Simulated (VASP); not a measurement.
# Al2O3 (P-6m2) in VASP: further runs

One crystal, Al2O3, is run at these levels: LDA; tasks: dielectric tensor.

All numbers are computed with VASP 6.6.1; they aren't measurements. Logs are shortened: lines on timing, memory, paths and dates and some standing lists are left out, and cuts for length are marked.

**1. Starting point**

It takes space group P-6m2 (No. 187, hexagonal). Conventional cell: a = 2.884 Å, b = 2.884 Å, c = 9.337 Å, α = 90.00°, β = 90.00°, γ = 120.00°. Al (site symmetry 3m) has 3 O at 1.80 Å as nearest neighbours. O (site symmetry 3m) has 3 Al at 1.80 Å as nearest neighbours. O (site symmetry -6m2) is surrounded by 6 Al at 2.18 Å.

Measurements of this composition are mostly on another form, of space group No. 167.

**2. Dielectric tensor, LDA**

Input file INCAR:

```
  ALGO = Normal
  EDIFF = 1E-8
  ENCUT = 520
  GGA = CA
  ISIF = 2
  ISMEAR = 0
  LASPH = True
  LCHARG = False
  LEPSILON = True
  LREAL = False
  LWAVE = False
  NELM = 100
  PREC = Accurate
  SIGMA = 0.01
```

Input file KPOINTS:

```
k-points
0
Gamma
  8 8 3
```

Input file POSCAR:

```
Al2O3
1.0
    2.8843249483      0.0000000000      0.0000000000
   -1.4421624742      2.4978986780      0.0000000000
    0.0000000000      0.0000000000      9.3367544600
Al O
2 3
Direct
    0.0000000000      0.0000000000      0.8500076700
    0.0000000000      0.0000000000      0.1499923300
    0.3333333333      0.6666666667      0.7776830800
    0.6666666667      0.3333333333      0.0000000000
    0.3333333333      0.6666666667      0.2223169200
```

Potentials or basis: VASP PAW LDA potentials, release 64 (Al, O).

Run with:

```
> cat potpaw_LDA.64/Al/POTCAR potpaw_LDA.64/O/POTCAR > POTCAR
> mpirun -np 1 vasp_std > vasp.out
```

OUTCAR:

```text
EDIFF = 1E-8
   ENCUT = 520
   GGA = CA
   ISIF = 2
   ISMEAR = 0
   LASPH = True
   LEPSILON = True
   LREAL = False
   NELM = 100
   PREC = Accurate

 Found     20 irreducible k-points:

 Following reciprocal coordinates:
            Coordinates               Weight
  0.000000  0.000000  0.000000      1.000000
  0.125000 -0.000000  0.000000      6.000000
  0.250000 -0.000000  0.000000      6.000000
  0.375000  0.000000  0.000000      6.000000
  0.500000 -0.000000  0.000000      3.000000
  0.125000  0.125000  0.000000      6.000000
   k-points           NKPTS =     20   k-points in BZ     NKDIM =     20   number of bands    NBANDS=     16
   number of dos      NEDOS =    301   number of ions     NIONS =      5
   total plane-waves  NPLWV =  40320
   dimension x,y,z NGX =    24 NGY =   24 NGZ =   70
   dimension x,y,z NGXF=    48 NGYF=   48 NGZF=  140
   ions per type =               2   3
   NGX,Y,Z   is equivalent  to a cutoff of  13.83, 13.83, 12.46 a.u.
   NGXF,Y,Z  is equivalent  to a cutoff of  27.67, 27.67, 24.93 a.u.
 SYSTEM =  unknown system
   PREC   = accura    normal or accurate (medium, high low for compatibility)
   ISTART =      0    job   : 0-new  1-cont  2-samecut
   ICHARG =      2    charge: 1-file 2-atom 10-const
   ISPIN  =      1    spin polarized calculation?
   LNONCOLLINEAR =      F non collinear calculations
   LSORBIT =      F    spin-orbit coupling
   LASPH  =      T    aspherical Exc in radial PAW
   ENCUT  =  520.0 eV  38.22 Ry    6.18 a.u.   5.36  5.36 17.36*2*pi/ulx,y,z
   NELM   =    100;   NELMIN=  2; NELMDL= -5     # of ELM steps
   EDIFF  = 0.1E-07   stopping-criterion for ELM
   LREAL  =      F    real-space projection
   EDIFFG = 0.1E-06   stopping-criterion for IOM
   NSW    =      0    number of steps for IOM
   IBRION =     -1    ionic relax: 0-MD 1-quasi-New 2-CG
   NFREE  =      0    steps in history (QN), initial steepest desc. (CG)
   ISIF   =      2    stress and relaxation
   ISYM   =      2    0-nonsym 1-usesym 2-fastsym
   POTIM  = 0.5000    time-step for ionic-motion
   TEBEG  =    0.0;   TEEND  =   0.0 temperature during run
   PSTRESS=    0.0 pullay stress
   NELECT =      24.0000    total number of electrons
   NUPDOWN=      -1.0000    fix difference up-down
   EMIN   =  10.00;   EMAX   =-10.00  energy-range for DOS
   EFERMI =   0.00;   METHOD = LEGACY
   ISMEAR =     0;   SIGMA  =   0.01  broadening in eV -4-tet -1-fermi 0-gaus
   EFERMI_NEDOS =   21; number of points for ismear=-14 and -15
   IALGO  =     38    algorithm
   IMIX   =      4    mixing-type and parameters
     AMIX     =   0.40;   BMIX     =  1.00
[... 171 lines left out ...]
    total drift:                                0.000000     -0.000000      0.000000

  FREE ENERGIE OF THE ION-ELECTRON SYSTEM (eV)
  ---------------------------------------------------
  free  energy   TOTEN  =       -40.0932455972 eV

  energy  without entropy=      -40.0932455972  energy(sigma->0) =      -40.09324560

 HEAD OF MICROSCOPIC STATIC DIELECTRIC TENSOR (INDEPENDENT PARTICLE, excluding Hartree and local field effects)
 ------------------------------------------------------
           2.805388    -0.000000     0.000000
          -0.000000     2.805388     0.000000
           0.000000     0.000000     2.621806
 ------------------------------------------------------

 Free energy of the ion-electron system (eV)
  ---------------------------------------------------
  ---------------------------------------------------
  free energy    TOTEN  =        -0.33794430 eV

  energy without entropy =       -0.33794430

------------------------ aborting loop because EDIFF is reached ----------------------------------------

--------------------------------------- Ionic step        2  -------------------------------------------

------------------------ aborting loop because EDIFF is reached ----------------------------------------

--------------------------------------- Ionic step        3  -------------------------------------------

 Free energy of the ion-electron system (eV)
  ---------------------------------------------------
  ---------------------------------------------------
  free energy    TOTEN  =        -0.18929598 eV

  energy without entropy =       -0.18929598

------------------------ aborting loop because EDIFF is reached ----------------------------------------

 PIEZOELECTRIC TENSOR FIELD DIRECTION 3  (e Angst)
 -----------------------------------------------------------------------------
    -0.00002 -0.00000  0.00000           ( -0.00000  0.00000  0.00000)
     0.00000 -0.00002  0.00000           (  0.00000 -0.00000  0.00000)
    -0.00000 -0.00000  0.00006           (  0.00000  0.00000 -0.00000)

 PIEZOELECTRIC TENSOR FIELD DIRECTION 3  (C/m^2)
 -----------------------------------------------------------------------------
    -0.00000 -0.00000  0.00000
     0.00000 -0.00000  0.00000
    -0.00000 -0.00000  0.00001

 MACROSCOPIC STATIC DIELECTRIC TENSOR (including local field effects in DFT)
 ------------------------------------------------------
           2.703320    -0.000000     0.000000
          -0.000000     2.703320     0.000000
           0.000000     0.000000     1.945185
 ------------------------------------------------------

 PIEZOELECTRIC TENSOR (including local field effects)  for field in x, y, z        (e  Angst)
          XX          YY          ZZ          XY          YZ          ZX
  --------------------------------------------------------------------------------
  x     0.00000    -0.00000    -0.00000    -0.07243     0.00000     0.00000
  y    -0.07243     0.07243    -0.00000    -0.00000     0.00000     0.00000
  z     0.00000     0.00000     0.00000     0.00000    -0.00000     0.00000

 PIEZOELECTRIC TENSOR (including local field effects)  for field in x, y, z        (C/m^2)
          XX          YY          ZZ          XY          YZ          ZX
  --------------------------------------------------------------------------------
  x     0.00000    -0.00000    -0.00000    -0.01725     0.00000     0.00000
  y    -0.01725     0.01725    -0.00000    -0.00000     0.00000     0.00000
  z     0.00000     0.00000     0.00000     0.00000    -0.00000     0.00000

 BORN EFFECTIVE CHARGES (including local field effects) (in |e|, cummulative output)
 ---------------------------------------------------------------------------------
 ion    1
    1     3.02051    -0.00000     0.00000
    2    -0.00000     3.02051     0.00000
    3    -0.00000     0.00000     1.51593
 ion    2
    1     3.02051    -0.00000     0.00000
    2    -0.00000     3.02051    -0.00000
    3    -0.00000     0.00000     1.51593
 ion    3
    1    -1.90096     0.00000    -0.00000
    2     0.00000    -1.90096    -0.00000
    3     0.00000     0.00000    -0.91349
 ion    4
    1    -2.23909     0.00000     0.00000
    2     0.00000    -2.23909    -0.00000
    3     0.00000     0.00000    -1.20488
 ion    5
    1    -1.90096     0.00000     0.00000
    2     0.00000    -1.90096     0.00000
    3    -0.00000    -0.00000    -0.91349
```

stdout:

```text
POSCAR found type information on POSCAR AlO
 POSCAR found :  2 types and       5 ions
 scaLAPACK will be used
 LDA part: xc-table for (Slater(with rela. corr.)+CA(PZ))
 , standard interpolation
 POSCAR, INCAR and KPOINTS ok, starting setup
 FFT: planning ... GRIDC
 FFT: planning ... GRID_SOFT
 FFT: planning ... GRID
 WAVECAR not read
 entering main loop
 Linear response reoptimize wavefunctions to high precision
 Linear response G [H, r] |phi>, progress :
  Direction:   1
 Linear response G [H, r] |phi>, progress :
  Direction:   2
 Linear response G [H, r] |phi>, progress :
  Direction:   3
 Linear response to external field (no local field effect), progress :
  Direction:   1
 dielectric tensor                  component  1 :     2.583    -0.477    -0.003
 Linear response to external field (no local field effect), progress :
  Direction:   2
 dielectric tensor                  component  2 :    -0.478     3.028    -0.003
 Linear response to external field (no local field effect), progress :
  Direction:   3
 dielectric tensor                  component  3 :    -0.003    -0.003     2.622
 Linear response to external field, progress :
  Direction:   1
 dielectric tensor                  component  1 :     2.703     0.000     0.001
 Linear response to external field, progress :
  Direction:   2
 dielectric tensor                  component  2 :    -0.211     2.703    -0.003
 Linear response to external field, progress :
  Direction:   3
 dielectric tensor                  component  3 :    -0.002    -0.004     1.945
 Born effective charges drift removed
```

Wall time 3.5 min (1 thread of AMD EPYC 9R14 (Zen 4), shared host); peak memory 0.25 GiB.

These settings aren't checked as converged: the numbers below hold their error.

What came out:

```yaml
Band_gap_on_the_k_mesh: 4.74 eV, indirect (least direct gap 4.99 eV)
Electronic_dielectric_tensor_diagonal: 2.70, 2.70, 1.95
Born_charges_mean_of_the_diagonal: Al +2.52; O -1.57, -1.89 e
```

Caveat: an odd mesh through Γ misses points on the zone boundary, where band edges often lie.

[end of part 1 of 2]
